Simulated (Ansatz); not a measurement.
# PbO2: the band gap up the ladder of functionals

One table from this session's results is given with a row withheld; the runs are named, their logs left out.

The runs shown are made with Ansatz 0.2.0. PAW datasets, plane waves. All values are calculated for a non-magnetic cell, which may be hypothetical.

### The system as given

The cell was relaxed beforehand with r2SCAN.

It is tetragonal, I4_1/amd (No. 141); a = 4.228 Å, c = 10.741 Å in the conventional setting, 16.00 Å³ an atom. Around Pb lie 6 O at 2.17–2.18 Å; around O lie 3 Pb at 2.17–2.18 Å.

The structure in full:

```cif
data_structure
_symmetry_space_group_name_H-M 'I4_1/amd:1'
_symmetry_Int_Tables_number 141
_cell_length_a 4.2284
_cell_length_b 4.2284
_cell_length_c 10.7414
_cell_angle_alpha 90.000
_cell_angle_beta 90.000
_cell_angle_gamma 90.000
_cell_volume 192.05
loop_
_atom_site_label
_atom_site_type_symbol
_atom_site_symmetry_multiplicity
_atom_site_Wyckoff_symbol
_atom_site_fract_x
_atom_site_fract_y
_atom_site_fract_z
_atom_site_occupancy
Pb1 Pb 4 a 0.00000 0.50000 0.25000 1
O1 O 8 e 0.00000 0.50000 0.04790 1
```

Set-up of the first run:

input.yaml reads:

```yaml
crystal:
  lattice:
    - [-2.114196313, 2.114196313, 5.3707170953]
    - [2.114196313, -2.114196313, 5.3707170953]
    - [2.114196313, 2.114196313, -5.3707170953]
  atoms:
    - { symbol: Pb, position: [0.75, 0.25, 0.5] }
    - { symbol: Pb, position: [0.0, 0.0, 0.0] }
    - { symbol: O, position: [0.5479048298, 0.0479048298, 0.5] }
    - { symbol: O, position: [0.7979048298, 0.7979048298, 0.0] }
    - { symbol: O, position: [0.2020951702, 0.2020951702, 0.0] }
    - { symbol: O, position: [0.9520951702, 0.4520951702, 0.5] }
kpoints:
  mp_grid: { grid: [8, 8, 8] }
  band_path:
    path:
      - [[0.0, 0.0, 0.0], [2.344130889654e-18, -2.344130889654e-18, 0.5], [0.25, 0.25, 0.25], [-8.676233249125e-18, 0.5, 8.676233249125e-18], [0.0, 0.0, 0.0], [0.5, 0.5, -0.5], [0.2887405764143, 0.7112594235857, -0.2887405764143]]
      - [[-0.2887405764143, 0.2887405764143, 0.2887405764143], [0.0, 0.0, 0.0]]
      - [[2.344130889654e-18, -2.344130889654e-18, 0.5], [-0.07748115282868, 0.07748115282868, 0.5]]
      - [[0.5, 0.5, -0.07748115282868], [0.5, 0.5, -0.5]]
    npoints: 10
hamiltonian:
  xc: pbe
scf:
  occupations: { method: fermi_dirac, width: 0.02 }
  n_extra_bands: 5
output:
  forces: true
  stress: true
  eigenvalues: true
```

Started as:

```console
ansatz run input.yaml --threads 2 --pin off --max-ram 29491MiB --backend cpu --events-out ev --progress --plain --runs-dir out
```

Steps of the session up to this table: Band structure with PBE; r2SCAN; HSE06; PBE+SOC; Single point with PBE0; Single point with LDA.

One table of the session follows, with a row left open; its other results are not shown here.

```
  level  gap (eV)
    PBE         ?
 r2SCAN      0.17
  HSE06      0.69
PBE+SOC     -0.01
    LDA     -0.12
```

Q: Estimate the row for PBE from the others.

As computed: gap (eV): -0.04. In the column «gap (eV)» it lies between LDA (-0.12) and PBE+SOC (-0.01).

Meshes: PBE 8×8×8, r2SCAN 8×8×8, HSE06 6×6×6, PBE+SOC 8×8×8, LDA 8×8×8

In words: PBE finds no gap, while r2SCAN, HSE06 open one of up to 0.69 eV: the level of theory decides whether this is called a metal.

Caveats from the session: Warnings in the runs' records: stress exchange threshold loose, stress scf threshold loose, metallic semilocal start.
